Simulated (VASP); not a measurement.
Write the native input for VASP 6.6.1 that does the following.

```
Task                   : work function
Functional             : PBEsol
Potentials or basis    : VASP PAW PBE potentials, release 64 (O, Ti_sv)
Cutoff                 : 520 eV
k mesh                 : 6 × 8 × 1
Occupations            : gaussian, width 0.05 eV
Spin                   : no spin polarisation
Vacuum (Å)             : 10
Dipole correction      : yes
Further INCAR settings : ALGO = Normal; EDIFF = 1e-06
```

The structure of TiO2 lies in POSCAR:

```
TiO2
1.0
    4.5922000000      0.0000000000      0.0000000000
    0.0000000000      2.9574000000      0.0000000000
    0.0000000000      0.0000000000     23.2718253752
O Ti
12 6
Direct
    0.1950400000      0.5000000000      0.2148520763
    0.3049600000      0.0000000000      0.3135164467
    0.8049600000      0.5000000000      0.2918260715
    0.6950400000      0.0000000000      0.3904904419
    0.1950400000      0.5000000000      0.4121808171
    0.3049600000      0.0000000000      0.5108451877
    0.8049600000      0.5000000000      0.4891548123
    0.6950400000      0.0000000000      0.5878191829
    0.1950400000      0.5000000000      0.6095095581
    0.3049600000      0.0000000000      0.7081739285
    0.8049600000      0.5000000000      0.6864835533
    0.6950400000      0.0000000000      0.7851479237
    0.0000000000      0.0000000000      0.2533390739
    0.5000000000      0.5000000000      0.3520034443
    0.0000000000      0.0000000000      0.4506678147
    0.5000000000      0.5000000000      0.5493321853
    0.0000000000      0.0000000000      0.6479965557
    0.5000000000      0.5000000000      0.7466609261
```

The input as run:

INCAR

```
SYSTEM = TiO2
PREC = Accurate ; ENCUT = 520
EDIFF = 1E-6 ; ISMEAR = 0
SIGMA = 0.05 ; LREAL = .FALSE.
LASPH = .TRUE. ; NELM = 100
ALGO = Normal ; ISIF = 2
LWAVE = .FALSE. ; LCHARG = .TRUE.
LDIPOL = .TRUE. ; IDIPOL = 3
DIPOL = 0.5 0.5 0.500 ; GGA = PS
LVHAR = .TRUE. ; LVACPOTAV = .TRUE.
KPAR = 8
```

KPOINTS

```
regular mesh
0
G
  6 8 1
  0 0 0
```

Potentials or basis: VASP PAW PBE potentials, release 64 (O, Ti_sv).

Launch:

```sh
$ cat potpaw_PBE.64/O/POTCAR potpaw_PBE.64/Ti_sv/POTCAR > POTCAR
$ mpirun -np 8 vasp_std > vasp.out
```

It gave:

- Largest force: 3.849 eV/Å
- Band gap on the k mesh: 2.05 eV, direct
- Ionisation potential of the upper face: 7.48 eV

Caveat: the PAW data sets were made with another functional, which shifts forces and pressure a little.

It took 4.4 min on 8 MPI ranks on Intel(R) Xeon(R) Platinum 8259CL CPU @ 2.50GHz (Skylake/Cascade Lake), with other jobs on the host, peak memory 0.61 GiB a rank.
